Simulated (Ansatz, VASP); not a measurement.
Two plane-wave programs on MgI2

```
Mg I
1.0
     4.25161    0.00000    0.00000
    -2.12581    3.68200    0.00000
     0.00000    0.00000    7.89418
Mg I
1 2
Cartesian
  0.0000 0.0000 0.0000
  0.0000 2.4547 6.2341
  2.1258 1.2273 1.6601
```

Alike in both runs: task single point; functional PBE; k mesh 6 × 6 × 4; occupations gaussian, width 0.05 eV; no spin polarisation.

|  | VASP | Ansatz |
| --- | --- | --- |
| version | VASP 6.6.1 | Ansatz 0.2.0 |
| potentials or method | VASP PAW PBE potentials, release 64 (Mg, I) | scalar-relativistic, plane waves, PAW |
| plane-wave cutoff (eV) | 520 | 520 |
| valence electrons in the cell | 16 | 44 |

```tsv
	VASP	Ansatz	Ansatz less VASP
gap on the k mesh at the Fermi level (eV)	3.63	3.65	+0.017
least direct gap on the mesh (eV)	3.68	3.69	+0.015
pressure (GPa)	-0.4	-0.3	+0.05
largest component of the traceless stress (GPa)	0.29	0.29	-0.006
rms of the force components (eV/Å)	0.009	0.005	-0.0046
```

Atom by atom the forces differ by 0.005 eV/Å (rms over components). With one functional, cell and mesh, what is left measures potentials, basis and numerics. The two sets of potentials don't hold the same shells in valence.

Caveats: spin-orbit coupling is left out, which moves the levels of the heavy elements; this functional lacks dispersion, which binds the layers, so the pressure and a relaxed spacing across them are unreliable. A k mesh can miss the band edges.
